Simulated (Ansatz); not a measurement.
## KMgF₃ (Pm-3m) under strain

KMgF₃ (started from an entry of an open crystallographic database), relaxed with r2SCAN in Ansatz. The symmetry is Pm-3m (No. 221, cubic); conventional cell a = 3.980 Å, 12.61 Å³ an atom. K is surrounded by 12 F at 2.81 Å; Mg is surrounded by 6 F at 1.99 Å; F is surrounded by 2 Mg at 1.99 Å and 4 K at 2.81 Å.

The axes x, y and z are those of this cell:
```xyz
5
Lattice="3.9802 0.0000 0.0000 0.0000 3.9802 0.0000 0.0000 0.0000 3.9802" Properties=species:S:1:pos:R:3 pbc="T T T"
K     1.9901    1.9901    1.9901
Mg    0.0000    0.0000    0.0000
F     1.9901    0.0000    0.0000
F     0.0000    1.9901    0.0000
F     0.0000    0.0000    1.9901
```

Unstrained: With PBE the valence top lies at R and the conduction bottom at Γ, 7.367 eV higher; the smallest vertical gap, at Γ, is 7.688 eV. r2SCAN gives an indirect gap of 8.303 eV, from R to Γ; the least direct gap is 8.617 eV at Γ. The HSE06 gap is indirect, 9.611 eV (R to Γ), below the direct gap of 9.914 eV at Γ. Meshes: PBE 6×6×6, r2SCAN 6×6×6, HSE06 4×4×4. Strains are changes of length per length. After each strain the atoms were relaxed again with r2SCAN in this cell and within any symmetry left, so distortions that break it or need a larger cell weren't tested; points keep the names that they have in the unstrained zone. Spin-unpolarised throughout; all numbers are computed.

Changes of the least gap in eV (an overlap counts as a negative gap):
```csv
strain,volume change (%),space group,PBE,r2SCAN,HSE06,"energy rise, r2SCAN (meV/atom)"
"epitaxial +4.46 % in the xy plane, free normal strain -2.23 %",+6.7,P4/mmm,-0.491,-0.509,-0.519,22.5
uniaxial +1.88 % along z,+1.9,P4/mmm,-0.151,-0.156,-0.158,1.9
isotropic +4.74 % on every length,+14.9,Pm-3m,-0.978,-1.011,-1.040,52.5
```

Epitaxial +4.46 % in the xy plane, free normal strain -2.23 %. HSE06: the gap goes from 9.611 to 9.092 eV (-0.519 eV). Stress change with r2SCAN, compression positive: xx -5.89, yy -5.89, zz 0.00 GPa.

Uniaxial +1.88 % along z, other directions held. HSE06: the gap goes from 9.611 to 9.453 eV (-0.158 eV). Stress change with r2SCAN, compression positive: xx -0.76, yy -0.76, zz -2.55 GPa.

Isotropic +4.74 % on every length. HSE06: the gap goes from 9.611 to 8.571 eV (-1.040 eV). Stress change with r2SCAN, compression positive: xx -7.96, yy -7.96, zz -7.96 GPa. For HSE06, dE_g/d ln V = -7.5 eV over this step.

The meshes of the hybrids are coarse, so their gaps aren't converged to the digits shown.
